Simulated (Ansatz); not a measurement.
## MgS in Ansatz: the effect of target pressure

The system is MgS.

```
CELL_PARAMETERS angstrom
0.00000 2.83312 2.83312
2.83312 0.00000 2.83312
2.83312 2.83312 0.00000
ATOMIC_POSITIONS crystal
S 0.25000 0.25000 0.25000
Mg 0.00000 0.00000 0.00000
```

The cell comes from a database or a generator and needn't be the stable form of this composition.

Alike in all runs:

| Quantity | Value |
| --- | --- |
| Program | Ansatz 0.2.0 |
| Task | relaxation of cell and atoms |
| Functional | PBEsol |
| Potentials or basis | Ansatz PAW |
| Cutoff | 420 eV (not typed: the program's choice for these potentials) |
| k mesh | 8 × 8 × 8 |
| Occupations | fermi-dirac, width 0.05 eV |
| Spin | no spin polarisation |

Each run relaxes the cell or the atoms first.

| target pressure | relaxed volume (Å³/atom) | gap on the mesh (eV) |
| --- | --- | --- |
| 0 GPa | 22.57 | 3.32 |
| 2 GPa | 21.83 | 3.48 |
| 5 GPa | ? | ? |
| 10 GPa | 19.77 | 3.56 |
| 20 GPa | 18.08 | 3.42 |
| 30 GPa | 16.89 | 3.29 |

Question: What does the run with target pressure 5 GPa give?

Answer: Relaxed volume 20.95 Å³/atom; gap on the mesh 3.63 eV.

Worked out: In Murnaghan's law V^(-B') rises as a straight line in P. The other rows fit best with B' = 3.6, V0 = 22.56 Å³/atom and B0 = 59 GPa, which gives 20.95 Å³/atom at 5 GPa, against the run's 20.95. The gap on the mesh follows no smooth curve through the other rows.

Caveats: the plane-wave basis is chosen anew once the cell has moved, so the energies of steps on either side of that aren't comparable; the PAW data sets come from PBE, with cores solved anew for the run's functional, which leaves a small shift of forces and pressure; the volume moved by over 15 % at a fixed basis, so the end points are rough (some runs).

A k mesh can miss the band edges.
